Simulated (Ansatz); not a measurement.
This script for Ansatz's Python interface starts 2 runs on SnO, space group Pmn2_1. What input does the engine get in each?

`sno_fold.py`
```python
import ansatz as az
import pandas as pd

FILLING = "fixed"
FUNCTIONAL = "r2scan"


def main() -> None:
    lattice = az.Lattice.of(
        [3.355005, 0.0, 0.0],
        [0.0, 5.674104, 0.0],
        [0.0, 0.0, 4.22197],
    )
    sites = [
        ("Sn", [0.0, 0.231909, 0.513144]),
        ("Sn", [0.5, 0.768091, 0.013144]),
        ("O", [0.0, 0.89125, 0.736857]),
        ("O", [0.5, 0.10875, 0.236857]),
    ]
    system = az.Crystal(lattice=lattice)
    for symbol, position in sites:
        system = system.atom(symbol, position)

    mesh = (4, 4, 4)
    rows = []
    for repeats in [(1, 1, 1), (2, 1, 1)]:
        calc = (
            system.supercell(*repeats).calculation()
            .occupations(FILLING)
            .functional(FUNCTIONAL)
            .kpoints(*(k // n for k, n in zip(mesh, repeats)))
        )
        rep = calc.run(threads=1, backend="cpu").report
        n = len(rep["lattice"]["sites"])
        rows.append((repeats, n, rep["free_energy_ev"] / n, rep["fermi_energy_ev"], rep["n_kpoints"], rep["n_symmetry_ops"]))
    print(pd.DataFrame(rows, columns=["repeats", "atoms", "F/atom eV", "Fermi level eV", "k-points", "symmetry operations"]).round(4).to_string(index=False))


if __name__ == "__main__":
    main()
```

Run 1:
```yaml
crystal:
  lattice:
    - [3.355005, 0.0, 0.0]
    - [0.0, 5.674104, 0.0]
    - [0.0, 0.0, 4.22197]
  atoms:
    - { symbol: Sn, position: [0.0, 0.231909, 0.513144] }
    - { symbol: Sn, position: [0.5, 0.768091, 0.013144] }
    - { symbol: O, position: [0.0, 0.89125, 0.736857] }
    - { symbol: O, position: [0.5, 0.10875, 0.236857] }
kpoints:
  mp_grid:
    grid: [4, 4, 4]
hamiltonian:
  xc: r2scan
scf:
  occupations:
    method: fixed
```

Run 2, against run 1:
```diff
+  supercell: [2, 1, 1]
-    grid: [4, 4, 4]
+    grid: [2, 4, 4]
```

`python sno_fold.py` gives:
```text
DeckWarning: basis.ecutwfc = 500 eV, auto-derived from the records' recommended cutoffs: set by Sn (their level for a meta-GGA)
  repeats  atoms  F/atom eV  Fermi level eV  k-points  symmetry operations
(1, 1, 1)      4 -3303.5856          7.0646        27                    4
(2, 1, 1)      8 -3303.5856          7.0646        18                    8
```
(Warnings from the package without file and line.)

Notes:
- Total energies depend on the potentials; only differences at equal settings carry meaning.
- Under fixed occupations the level called the Fermi level is the highest filled one on the SCF mesh; off the mesh a filled band can lie a little above it.
- The structure comes from a database of computed cells and needn't be a stable or known phase.
- The count of operations in a supercell holds its pure translations too, and an uneven repeat can lower the point group.
- Wall time of the script: 19 s on 1 thread of Intel(R) Xeon(R) Platinum 8375C CPU @ 2.90GHz (Ice Lake), on a shared host, peak memory 0.76 GiB.
